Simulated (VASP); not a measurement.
# Ag (Im-3m) in VASP: RPA correlation energy with PBE

Aim: the RPA correlation energy of Ag with PBE.

Everything below comes from runs of VASP 6.6.1. Logs are shortened: lines on timing, memory, paths and dates and some standing lists are left out, and cuts for length are marked.

### 1 The crystal as given

The structure is cubic, space group Im-3m (No. 229). Conventional cell: a = 3.223 Å, b = 3.223 Å, c = 3.223 Å, α = 90.00°, β = 90.00°, γ = 90.00°. Ag (site symmetry m-3m) is surrounded by 8 Ag at 2.79 Å.

This isn't the form of Ag at room conditions, which is fcc.

### 2 RPA correlation energy, PBE

Contents of POSCAR:

```
Ag
1.0
   -1.6115900000      1.6115900000      1.6115900000
    1.6115900000     -1.6115900000      1.6115900000
    1.6115900000      1.6115900000     -1.6115900000
Ag
1
Direct
    0.0000000000      0.0000000000      0.0000000000
```

Contents of INCAR.step1:

```
  PREC = Accurate
  ENCUT = 450
  EDIFF = 1E-8
  ISMEAR = 0
  SIGMA = 0.05
  LREAL = F
  LASPH = T
  NELM = 60
  ALGO = Fast
  LWAVE = T
  LCHARG = F
  GGA = PE
```

Contents of INCAR.step2:

```
  PREC = Accurate
  ENCUT = 450
  EDIFF = 1E-8
  ISMEAR = 0
  SIGMA = 0.05
  LREAL = F
  LASPH = T
  NELM = 1
  ALGO = EIGENVAL
  LWAVE = F
  LCHARG = F
  GGA = PE
  LHFCALC = T
  AEXX = 1.0
  ALDAC = 0.0
  AGGAC = 0.0
  ISTART = 1
  PRECFOCK = Fast
```

Contents of INCAR.step3:

```
  PREC = Accurate
  ENCUT = 450
  EDIFF = 1E-8
  ISMEAR = 0
  SIGMA = 0.05
  LREAL = F
  LASPH = T
  NELM = 1
  ALGO = Exact
  LWAVE = T
  LCHARG = F
  GGA = PE
  NBANDS = 378
  LOPTICS = T
  ISTART = 1
```

Contents of INCAR.step4:

```
  PREC = Accurate
  ENCUT = 450
  EDIFF = 1E-8
  ISMEAR = 0
  SIGMA = 0.05
  LREAL = F
  LASPH = T
  NELM = 60
  ALGO = ACFDT
  LWAVE = F
  LCHARG = F
  GGA = PE
  NBANDS = 378
  ENCUTGW = 250
  NOMEGA = 12
  ISTART = 1
  PRECFOCK = Fast
```

Contents of KPOINTS:

```
Automatic mesh
0
Gamma
  8 8 8
```

Potentials or basis: VASP PAW PBE potentials, release 64 (Ag_GW).

Launch:

```sh
> cat potpaw_PBE.64/Ag_GW/POTCAR > POTCAR
> cp INCAR.step1 INCAR
> mpirun -np 1 vasp_std > vasp.out
> cp INCAR.step2 INCAR
> mpirun -np 1 vasp_std > vasp.out
> cp INCAR.step3 INCAR
> mpirun -np 1 vasp_std > vasp.out
> cp INCAR.step4 INCAR
> mpirun -np 1 vasp_std > vasp.out
```

OUTCAR:

```text
PREC = Accurate
   ENCUT = 450
   EDIFF = 1E-8
   ISMEAR = 0
   LREAL = F
   LASPH = T
   NELM = 60
   GGA = PE
   ENCUTGW = 250
   ISTART = 1
   PRECFOCK = Fast

 ion  position               nearest neighbor table
   1  0.000  0.000  0.000-

  LATTYP: Found a body centered cubic cell.
 ALAT       =     3.2231800000

  Lattice vectors:

 A1 = (  -1.6115900000,   1.6115900000,   1.6115900000)
 A2 = (   1.6115900000,  -1.6115900000,   1.6115900000)
 A3 = (   1.6115900000,   1.6115900000,  -1.6115900000)

Analysis of symmetry for initial positions (statically):
=====================================================================
 Subroutine PRICEL returns:
 Original cell was already a primitive cell.

 Routine SETGRP: Setting up the symmetry group for a
 body centered cubic supercell.

 Subroutine GETGRP returns: Found 48 space group operations
 (whereof 48 operations were pure point group operations)
 out of a pool of 48 trial point group operations.

The static configuration has the point symmetry O_h .

Analysis of symmetry for dynamics (positions and initial velocities):
=====================================================================
 Subroutine PRICEL returns:
 Original cell was already a primitive cell.

 Routine SETGRP: Setting up the symmetry group for a
 body centered cubic supercell.

 Subroutine GETGRP returns: Found 48 space group operations
 (whereof 48 operations were pure point group operations)
 out of a pool of 48 trial point group operations.

The dynamic configuration has the point symmetry O_h .

 Subroutine INISYM returns: Found 48 space group operations
 (whereof 48 operations are pure point group operations),
 and found     1 'primitive' translations

----------------------------------------------------------------------------------------

                                     Primitive cell

  volume of cell :      16.7426

  direct lattice vectors                    reciprocal lattice vectors
    -1.611590000  1.611590000  1.611590000     0.000000000  0.310252608  0.310252608
     1.611590000 -1.611590000  1.611590000     0.310252608  0.000000000  0.310252608
     1.611590000  1.611590000 -1.611590000     0.310252608  0.310252608  0.000000000

  length of vectors
     2.791355761  2.791355761  2.791355761     0.438763446  0.438763446  0.438763446

  position of ions in fractional coordinates (direct lattice)
     0.000000000  0.000000000  0.000000000

  ion indices of the primitive-cell ions
   primitive index   ion index
                 1           1

----------------------------------------------------------------------------------------

 KPOINTS: Automatic mesh

Automatic generation of k-mesh.
 Grid dimensions read from file:
 generate k-points for:    8    8    8

 Generating k-lattice:

  Cartesian coordinates                     Fractional coordinates (reciprocal lattice)
     0.000000000  0.038781576  0.038781576     0.125000000  0.000000000  0.000000000
     0.038781576  0.000000000  0.038781576     0.000000000  0.125000000  0.000000000
     0.038781576  0.038781576  0.000000000     0.000000000  0.000000000  0.125000000

  Length of vectors
     0.054845431  0.054845431  0.054845431

  Shift w.r.t. Gamma in fractional coordinates (k-lattice)
     0.000000000  0.000000000  0.000000000

 Subroutine IBZKPT returns following result:
 ===========================================

 Found     29 irreducible k-points:

 Following reciprocal coordinates:
            Coordinates               Weight
  0.000000  0.000000  0.000000      1.000000
  0.125000  0.000000  0.000000     12.000000
  0.250000  0.000000  0.000000     12.000000
  0.375000  0.000000  0.000000     12.000000
  0.500000  0.000000  0.000000      6.000000
  0.125000  0.125000  0.000000     24.000000
[... 16 lines left out ...]
 -0.250000  0.250000  0.250000      6.000000
 -0.375000  0.375000  0.250000     24.000000
 [... further k-points ...]
   k-points           NKPTS =     29   k-points in BZ     NKDIM =    512   number of bands    NBANDS=    378
   number of dos      NEDOS =    301   number of ions     NIONS =      1
   total plane-waves  NPLWV =   8000
   dimension x,y,z NGX =    20 NGY =   20 NGZ =   20
   dimension x,y,z NGXF=    40 NGYF=   40 NGZF=   40
   ions per type =               1
   NGX,Y,Z   is equivalent  to a cutoff of  11.91, 11.91, 11.91 a.u.
   NGXF,Y,Z  is equivalent  to a cutoff of  23.82, 23.82, 23.82 a.u.
 SYSTEM =  unknown system
   PREC   = accura    normal or accurate (medium, high low for compatibility)
   ISTART =      1    job   : 0-new  1-cont  2-samecut
   ICHARG =      0    charge: 1-file 2-atom 10-const
   ISPIN  =      1    spin polarized calculation?
   LNONCOLLINEAR =      F non collinear calculations
   LSORBIT =      F    spin-orbit coupling
   LASPH  =      T    aspherical Exc in radial PAW
   ENCUT  =  450.0 eV  33.07 Ry    5.75 a.u.   4.83  4.83  4.83*2*pi/ulx,y,z
   NELM   =     60;   NELMIN=  2; NELMDL=  0     # of ELM steps
   EDIFF  = 0.1E-07   stopping-criterion for ELM
   LREAL  =      F    real-space projection
   EDIFFG = 0.1E-06   stopping-criterion for IOM
   NSW    =      0    number of steps for IOM
   IBRION =     -1    ionic relax: 0-MD 1-quasi-New 2-CG
   NFREE  =      0    steps in history (QN), initial steepest desc. (CG)
   ISIF   =      0    stress and relaxation
   ISYM   =      3    0-nonsym 1-usesym 2-fastsym
   POTIM  = 0.5000    time-step for ionic-motion
   TEBEG  =    0.0;   TEEND  =   0.0 temperature during run
   PSTRESS=    0.0 pullay stress
   NELECT =      11.0000    total number of electrons
   NUPDOWN=      -1.0000    fix difference up-down
   EMIN   =  10.00;   EMAX   =-10.00  energy-range for DOS
   EFERMI =   0.00;   METHOD = LEGACY
   ISMEAR =     0;   SIGMA  =   0.05  broadening in eV -4-tet -1-fermi 0-gaus
   EFERMI_NEDOS =   21; number of points for ismear=-14 and -15
   IALGO  =     38    algorithm
   IMIX   =      4    mixing-type and parameters
     AMIX     =   0.40;   BMIX     =  1.00
     AMIX_MAG =   1.60;   BMIX_MAG =  1.00
  volume/ion in A,a.u.               =      16.74       112.98
  Fermi-wavevector in a.u.,A,eV,Ry     =   1.423195  2.689449 27.558394  2.025485
  Thomas-Fermi vector in A             =   2.543819
   LORBIT       =      0    0 simple, 1 ext, 2 COOP (PROOUT), +10 PAW based schemes
   GGA     = PE    functional components
   LHFCALC =     T    Hartree Fock is set to
   PRECFOCK=fast      Normal, Fast or Accurate (Low or Medium for compatibility)
   ENCUT4O =  -1.0   cutoff for four orbital integrals eV
   NKREDX  =     1    reduce k-point grid by
   NKREDY  =     1    reduce k-point grid by
   NKREDZ  =     1    reduce k-point grid by
   AEXX    =    1.0000 exact exchange contribution
   HFSCREEN=    0.0000 screening length (either q_TF or 0.3 A-1)
   HFSCREENC=   0.0000 screening length for correlation (either q_TF or 0.3 A-1)
   ENCUTFOCK=  -1.0 apply spherical cutoff to Coloumb kernel
   IVDW    =     0    specifies the selected vdW correction
   LEPSILON=     F    determine dielectric tensor
   LRPA    =     F    only Hartree local field effects (RPA)
   LRPAFORCE           =     F    calculate RPA forces
   ENCUTGW             = 250.0    cutoff for response function in eV
   ENCUTGWSOFT         = 200.0    soft cutoff for Coulomb kernel in GW response function in eV
   ENCUTLF             =  -1.0    cutoff for local field effects
   NELMGW              =     1    number of iterations in solving QP/BSE equation
   NELMHF              =     1    number of iterations in the inner HF iteration
   NKREDLFX            =     1    NKREDLFY  =   1   NKREDLFZ  =   1
 non-spin polarized calculation
 Gauss-broadening in eV      SIGMA  =   0.05
  energy-cutoff  :      450.00
  volume of cell :       16.74
 maximum number of plane-waves:       378
  NGX = 14; NGY = 14; NGZ = 14
   NGX =  9   NGY =  9   NGZ =  9
 maximum number of plane-waves:       164

      cutoff energy     smooth cutoff   RPA   correlation   Hartree contr. to MP2
---------------------------------------------------------------------------------
            250.000           200.000      -14.8124390135      -26.4967530482
            238.095           190.476      -14.7695726711      -26.4501539770
            226.757           181.406      -14.7236785816      -26.3999371113
            215.959           172.768      -14.6747105888      -26.3458693955
            205.676           164.541      -14.6222686663      -26.2873174806
            195.882           156.705      -14.5659878548      -26.2236903327
            186.554           149.243      -14.5054344818      -26.1542809140
            177.670           142.136      -14.4400735413      -26.0781920853
  linear regression
  converged value                          -15.3676174113      -27.1225250042
```

Run time: 77 min. Hardware: 1 thread of Intel Xeon Platinum 8488C (Sapphire Rapids), shared host; peak memory 1.4 GiB.

Results:

```yaml
Band_gap_on_the_k_mesh_mean-field_level: none (metal or under the smearing width)
RPA_correlation_energy: -15.368 eV/atom
RPA_total_energy_per_cell: -17.516 eV
RPA_correlation_energy_per_cell: -15.368 eV
```

Levels at points of the mesh, in eV from the Fermi level:
| k point | band 2 | band 3 | band 4 | band 5 | band 6 | band 7 | band 8 | band 9 |
| --- | --- | --- | --- | --- | --- | --- | --- | --- |
| (0.00, 0.00, 0.00) | -5.15 | -5.15 | -5.15 | -3.78 | -3.78 | 9.44 | 17.73 | 17.73 |
| (0.50, 0.00, 0.00) | -5.96 | -3.83 | -3.65 | -2.72 | -0.27 | 4.11 | 9.47 | 13.20 |
| (0.50, 0.50, 0.50) | -6.65 | -2.98 | -2.98 | -2.98 | 6.81 | 6.81 | 6.81 | 9.44 |

Caveat: the ground state has no gap, which makes the many-body step unreliable.
